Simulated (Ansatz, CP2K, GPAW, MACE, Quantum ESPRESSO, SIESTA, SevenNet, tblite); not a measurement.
**H-capped AlAs nanowire along [111] (40 atoms): other programs against plane waves**

One geometry of H-capped AlAs nanowire along [111] (40 atoms) is solved by several programs and methods. How far do their forces lie from a plane-wave PBE run?

Results are calculated, not measured.

## (1) The structure

The cell holds 40 atoms (9 Al, 9 As and 22 H), with edges of 19.59, 16.54 and 9.81 Å. Recipe: diamond section of size parameter 4.53 Å cut from zinc-blende AlAs (a = 5.661 Å) along [111], 1 period, broken bonds capped with H, 9 Å of vacuum. Then every atom was moved at random, 0.05 Å r.m.s. a Cartesian component (hydrogen 0.6 of that).

## (2) The reference input

Quantum ESPRESSO 7.5: Kohn-Sham DFT, PBE, SSSP efficiency 1.3.0 pseudopotentials, plane waves. Its input, pw.in:

```
&control
  calculation = 'scf'
  pseudo_dir = './pseudo'
  outdir = './tmp'
  disk_io = 'none'
  tprnfor = .true.
/
&system
  ibrav = 0
  nat = 40
  ntyp = 3
  ecutwfc = 45
  ecutrho = 360
  nosym = .true.
  occupations = 'smearing'
  smearing = 'fd'
  degauss = 0.003675
/
&electrons
  conv_thr = 2.0e-07
  electron_maxstep = 100
  mixing_beta = 0.2
  mixing_mode = 'local-TF'
  diagonalization = 'david'
/
ATOMIC_SPECIES
Al 26.982 Al.upf
As 74.922 As.upf
H 1.008 H.upf
CELL_PARAMETERS angstrom
19.58599 0.00000 0.00000
0.00000 16.54490 0.00000
0.00000 0.00000 9.80514
ATOMIC_POSITIONS crystal
Al 0.40017 0.43473 0.33057
As 0.39726 0.43327 0.58988
Al 0.29761 0.49961 0.99660
As 0.29248 0.50596 0.24116
[... 34 atom lines left out ...]
H 0.76893 0.45571 0.30449
H 0.70368 0.59271 0.30072
K_POINTS gamma
```

```console
$ OMP_NUM_THREADS=1 mpirun -np 4 pw.x -in pw.in > output.txt
```

The job ended after 2.2 min (4 MPI ranks of Arm Neoverse V2, shared host; peak memory 4.8 GiB).

It converged with an r.m.s. force component of 0.80 eV/Å.

Its highest filled and lowest empty levels lie 3.30 eV apart on its k-points.

## (3) What was run beside it

- CP2K 2026.2: Gaussian basis with GTH pseudopotentials and a plane-wave density; labels give functional, basis (MOLOPT sets; SR short-range, UZH the newer set with its own potentials), grid cutoff/relative cutoff and solver (OT: orbital transformation; TRS4, TC2, SIGN: linear-scaling purification with its sparsity filter), or its built-in tight binding.
- GPAW 26.7.0: PAW with atomic orbitals (LCAO), plane waves or a real-space grid of spacing h.
- MACE: machine-learned potential, published weights.
- Quantum ESPRESSO 7.5: plane waves; labels (QE) give functional, pseudopotential set and cutoffs of waves/density.
- SIESTA 5.4.2: numerical atomic orbitals, whose automatically made sets are far from complete, with PseudoDojo norm-conserving potentials that we converted to its format (checked against plane waves on the same files for H, C, O, Si, Ge and Ca alone); labels give functional, basis size, energy shift and mesh cutoff.
- SevenNet: machine-learned potential, published weights.
- tblite 0.8.0: extended tight binding, driven from Python.

All use the same cell and atoms, and the electronic-structure runs the same k-mesh.

## (4) Side by side

Differences are against the reference: forces as r.m.s. over components, share as that over the reference's r.m.s. force, slope as the fitted ratio of a run's forces to the reference's.

```csv
run,"Δ force, r.m.s. (meV/Å)",share (%),slope,Δ gap (eV),cores,CPU time,memory (GiB)
reference,-,-,-,-,4,8.8 min,4.8
"CP2K PBE, DZVP-MOLOPT-SR, 315/50 Ry, diagonalisation (coarse)",83.1,10.4,1.029,0.199,1,2.2 min,2.8
"CP2K PBE, DZVP-MOLOPT-SR, 450/50 Ry, diagonalisation",83.0,10.4,1.029,0.199,1,3.8 min,4.5
"CP2K PBE, DZVP-MOLOPT-SR, 450/70 Ry, diagonalisation",83.0,10.4,1.029,0.199,1,4.1 min,4.5
"CP2K PBE, DZVP-MOLOPT-SR, 630/50 Ry, diagonalisation",83.0,10.4,1.029,0.199,2,6 min,7.5
"CP2K PBE, DZVP-UZH, 450/50 Ry, diagonalisation",38.8,4.88,0.997,0.0506,2,4.5 min,4.6
"CP2K PBE, SZV-MOLOPT-SR, 450/50 Ry, diagonalisation (coarse)",373,46.8,1.187,1.26,1,3.3 min,4.5
"CP2K PBE, TZVP-MOLOPT (SR for Al, As), 450/50 Ry, diagonalisation",35.4,4.45,0.992,0.0559,2,6.1 min,4.6
"GPAW PBE, LCAO dzp, h 0.15 Å",59.8,7.52,1.019,0.125,1,73 s,2.9
"GPAW PBE, LCAO dzp, h 0.2 Å",61.9,7.77,1.021,0.125,1,33 s,1.2
"GPAW PBE, LCAO dzp, h 0.2 Å, other mixer settings",61.6,7.73,1.021,0.125,1,50 s,1.1
"GPAW PBE, LCAO szp(dzp), h 0.2 Å (coarse)",461,57.9,1.019,0.109,1,29 s,1.2
"GPAW PBE, grid h 0.18 Å",8.23,1.03,1.005,0.0056,4,4.9 min,4.0
MACE MPA-0 medium potential,167,21.0,1.006,-,1,6.2 s,0.69
"QE PBE+D3(BJ), sssp-1.3.0-efficiency, 45/360 Ry",26.8,3.37,0.998,0,4,8.7 min,4.9
"QE PBE, sssp-1.3.0-efficiency, 30/240 Ry (coarse)",6.88,0.864,0.999,0.0019,4,5.8 min,2.8
"SIESTA PBE, DZ, shift 0.01 Ry, mesh 300 Ry (coarse)",85.6,10.8,1.055,0.640,1,47 s,0.75
"SIESTA PBE, DZP, shift 0.002 Ry, mesh 300 Ry",98.5,12.4,1.042,0.214,1,2.6 min,1.2
"SIESTA PBE, DZP, shift 0.01 Ry, mesh 100 Ry (coarse)",82.1,10.3,1.044,0.265,1,18 s,0.31
"SIESTA PBE, DZP, shift 0.01 Ry, mesh 300 Ry",51.1,6.42,1.039,0.263,1,84 s,0.95
SevenNet 0 potential,314,39.4,0.790,-,1,6.3 s,0.6
SevenNet l3i5 potential,265,33.3,0.876,-,1,7.2 s,0.73
tblite GFN2-xTB,281,35.3,0.723,-,1,1.1 s,0.19
tblite IPEA1-xTB,422,53.1,0.778,-,1,0.87 s,0.19
```

Rows marked coarse were listed beforehand as settings not expected to be converged; some can still land near the reference.

Times of the machine-learned potentials are mostly Python's start and the loading of weights.

Runs without a result: CP2K GFN1-xTB, diagonalisation (not converged); SIESTA vdW-DF, PBE potentials, DZP, shift 0.01 Ry, mesh 300 Ry (cut off at its time limit); CP2K PBE+rVV10L, DZVP-MOLOPT-SR, 450/50 Ry, diagonalisation (ended with an error or stopped unconverged).

CPU time is summed over cores on shared hosts, so it is rough.

## (5) Findings

Forces lie from 0.86 % (QE PBE, sssp-1.3.0-efficiency, 30/240 Ry, coarse) to 58 % (GPAW PBE, LCAO szp(dzp), h 0.2 Å, coarse) of the reference's r.m.s. force of 0.80 eV/Å away from it. Other PBE runs on plane waves or a grid: GPAW PBE, grid h 0.18 Å 1.0 % of the r.m.s. force; the reference has errors of its own, so differences under a few per cent don't tell which side is nearer the exact PBE result. The PBE runs in local orbitals, coarse settings apart, differ by 4.4 % (CP2K PBE, TZVP-MOLOPT (SR for Al, As), 450/50 Ry, diagonalisation) to 12 % (SIESTA PBE, DZP, shift 0.002 Ry, mesh 300 Ry); basis, grid and potentials can all enter. Tight binding differs by 35 % (tblite GFN2-xTB) to 53 % (tblite IPEA1-xTB); it is another model, with fitted parameters of its own, and the xTB methods hold dispersion.

Machine-learned potentials differ by 21 % (MACE MPA-0 medium potential) to 39 % (SevenNet 0 potential); they were trained on other programs' data. Among those trained on PBE data the slope goes as low as 0.79, which softening far from their training structures can give, though the reference's k-sampling is untested too. In the reference's own program, potentials and cutoffs, a change of model alone moves forces by 3.4 % (QE PBE+D3(BJ), sssp-1.3.0-efficiency, 45/360 Ry). IPEA1-xTB was fitted to ionisation energies and electron affinities, not to forces or charges. Runs with settings chosen to be coarse differ by 0.86 % (QE PBE, sssp-1.3.0-efficiency, 30/240 Ry) to 58 % (GPAW PBE, LCAO szp(dzp), h 0.2 Å), their programs' other errors included. From CP2K PBE, DZVP-MOLOPT-SR, 315/50 Ry, diagonalisation to the finer CP2K PBE, DZVP-MOLOPT-SR, 630/50 Ry, diagonalisation the share goes from 10.4 to 10.4 %, so the grid isn't what parts these runs from the reference. From GPAW PBE, LCAO dzp, h 0.2 Å to the finer GPAW PBE, LCAO dzp, h 0.15 Å the share goes from 7.77 to 7.52 %, so the grid isn't what parts these runs from the reference. Gaps at PBE, coarse settings apart, lie +0.01 to +0.26 eV from the reference's, on k-points that hold the band edges only if these fold onto them.

**Limits.** Periodic xTB results under one method name differ between programs and library versions. The potentials hold different valence shells: 94 electrons in the reference, 184 in SIESTA; this bears on time and differences. Machine-learned potentials mimic data converged in k, so the reference's own k-point error enters their differences. Caps of real hydrogen don't mimic the fractional bonds of a polar compound, so surface states and strained caps may belong to the model. The electronic-structure runs sample only Γ, in a cell whose periodic width is 10 Å. The reference's 45/360 Ry lie under the cutoffs that SSSP recommends for H (60/480 Ry). Spin–orbit coupling is left out. Where levels are smeared, the DFT runs use Fermi–Dirac occupations at 580 K (0.05 eV), and energies are free energies. The atoms were displaced at random, and shares hang on the size of the forces that this gives. The reference's cutoffs and mesh weren't converged further here.

[Logs are printed without paths, hosts, clocks, repeated set-up lines and the standing remarks that a program may print on its own settings, such as how far it seeks lower states.]

[Hosts, paths, dates, database ids (printed as entryN), source tags and the programs' standing remarks are cut or masked in the printed files.]

[Cells were taken only where this reference lay near another plane-wave run.]
